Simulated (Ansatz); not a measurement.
A calculation with Ansatz 0.2.0 of HfC (ASE script, Cartesian positions):

The input run.py:

```python
import json

import ase.io
import numpy as np
from ase.calculators.calculator import CalculationFailed, Calculator
from ase.stress import full_3x3_to_voigt_6_stress
from ase.units import GPa

import ansatz as az

class AnsatzCalculator(Calculator):
    implemented_properties = ["energy", "free_energy", "forces", "stress", "magmom"]

    def calculate(self, atoms, properties, system_changes):
        super().calculate(atoms, properties, system_changes)
        structure = atoms.copy()
        structure.set_constraint()
        structure.set_momenta(None)
        structure.set_masses(None)
        outcome = (
            az.Crystal.from_ase(structure)
            .calculation()
            .basis(xc_grid=2)
            .kpoints(10, 10, 10)
            .functional("pbe", dispersion="d4")
            .pseudopotentials(kind="paw_fr")
            .hubbard(projectors="all-electron-atomic", double_counting="fll")
            .hubbard("Hf", "d", u_eff=6.2)
            .spin("noncollinear", soc=True)
            .scf(tolerance=2e-10)
            .occupations(method="fermi_dirac", width=0.05)
            .forces()
            .stress()
            .run(threads=2)
        )
        if not outcome.report["converged"]:
            raise CalculationFailed("SCF not converged")
        report = outcome.report
        self.results = {
            "free_energy": report["lagrangian_ev"],
            "energy": report["lagrangian_ev"],
            "forces": np.array(report["forces_ev_ang"]),
            "stress": -GPa * full_3x3_to_voigt_6_stress(report["stress_gpa"]),
            "magmom": report["magnetization_mub"],
        }

np.set_printoptions(precision=5, suppress=True, linewidth=110)
atoms = ase.io.read("HfC.xyz")
atoms.set_initial_magnetic_moments([[0.0, 0.0, 0.5], [0.0, 0.0, 0.0]])
atoms.calc = AnsatzCalculator()
print(f"free energy {atoms.get_potential_energy():.6f} eV")
print("forces (eV/A)", atoms.get_forces(), sep="\n")
print("stress (GPa, Voigt, tension positive)", atoms.get_stress() / GPa, sep="\n")
print(f"moment {atoms.get_magnetic_moment():.4f} muB")
```

The input HfC.xyz:

```xyz
2
Lattice="0.0000000000 2.3250000000 2.3250000000 2.3250000000 0.0000000000 2.3250000000 2.3250000000 2.3250000000 0.0000000000" Properties=species:S:1:pos:R:3 pbc="T T T"
Hf     2.3250000000      2.3250000000      2.3250000000
C      0.0000000000      0.0000000000      0.0000000000
```

Potentials or basis: Ansatz PAW.

Run with:

```bash
$ python run.py
```

Write the same calculation in another form: native input, structure typed inline.

As run:

The input input.yaml:

```yaml
crystal:
  lattice:
    - [0.0, 2.325, 2.325]
    - [2.325, 0.0, 2.325]
    - [2.325, 2.325, 0.0]
  atoms:
    - { symbol: Hf, position: [0.5, 0.5, 0.5], spin: 0.5, spin_axis: [0.0, 0.0, 0.5] }
    - { symbol: C, position: [0.0, 0.0, 0.0] }
hamiltonian:
  xc: pbe
  pseudopotentials: { kind: paw_fr }
  dispersion: d4
  hubbard:
    sites: [{ species: Hf, l: d, u_eff: 6.2 }]
    projectors: all-electron-atomic
    double_counting: fll
magnetization:
  noncollinear: true
  spin_orbit: true
kpoints:
  mp_grid: { grid: [10, 10, 10] }
scf:
  occupations: { method: fermi_dirac, width: 0.05 }
output:
  forces: true
  stress: true
  eigenvalues: true
```

Potentials or basis: Ansatz PAW.

Command:

```sh
$ ansatz run input.yaml --threads 2 --pin off --max-ram 5120MiB --backend cpu --events-out ev --progress --plain --runs-dir out
```

Both were run:

|  | ASE script, Cartesian positions | native input, structure typed inline |
| --- | --- | --- |
| Pressure | -9.2 GPa | -9.2 GPa |

Keys that steer only the numerical path or the files written may differ.

Caveat: moments are unreliable in this version under spin-orbit coupling with a hybrid or U, so they aren't listed; the magnetic or orbital state may not be the lowest; pairwise dispersion overbinds metals, which lowers pressure and volume; the U is typed as a test and isn't derived for this compound; the starting moments weren't kept; the thresholds are loose for stress.
